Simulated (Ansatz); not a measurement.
# Al: the cost of one run

Program: Ansatz 0.2.0. Level of theory: DFT PBE, scalar-relativistic, plane waves, PAW. These are calculated values, not measurements.

## (1) Starting point

Symmetry: Pmma, No. 51, orthorhombic system. The conventional cell has a = 7.370 Å, b = 2.521 Å, c = 3.565 Å, α = 90.00°, β = 90.00°, γ = 90.00°. Around Al (site symmetry mm2) lie 6 Al at 2.51 to 2.62 Å. Al (site symmetry 2/m) has 6 Al at 2.51 to 2.62 Å as nearest neighbours.

Coordinates:

```
Al
1.0
     7.36973    0.00000    0.00000
     0.00000    2.52125    0.00000
     0.00000    0.00000    3.56459
Al
4
Direct
  0.75000 0.50000 0.52062
  0.25000 0.50000 0.47938
  0.00000 0.50000 0.00000
  0.50000 0.50000 0.00000
```

The cell is invented: one element on all sites of the Te type (Pmma, No. 51). The dimensions are guesses.

## (2) Probe: one point on a coarse mesh

Input file input.yaml:

```yaml
crystal:
  lattice:
    - [7.36972526, 0.0, 0.0]
    - [0.0, 2.52125243, 0.0]
    - [0.0, 0.0, 3.56459348]
  atoms:
    - { symbol: Al, position: [0.75, 0.5, 0.52062309] }
    - { symbol: Al, position: [0.25, 0.5, 0.47937691] }
    - { symbol: Al, position: [0.0, 0.5, 0.0] }
    - { symbol: Al, position: [0.5, 0.5, 0.0] }
basis:
  ecutwfc: 420
kpoints:
  mp_grid: { grid: [4, 6, 6] }
hamiltonian:
  xc: pbe
scf:
  occupations: { method: gaussian, width: 0.1 }
  lower_state_search: "off"
output:
  forces: true
  stress: true
  eigenvalues: true
```

Started as:

```console
> ansatz run input.yaml --threads 1 --pin off --max-ram 2560MiB --backend cpu --events-out ev --progress --plain --runs-dir out
```

Q: Estimate wall time and peak memory on 1 thread of Arm Neoverse V1, shared host.

About 2.1 s, with a peak of 0.3 GiB.
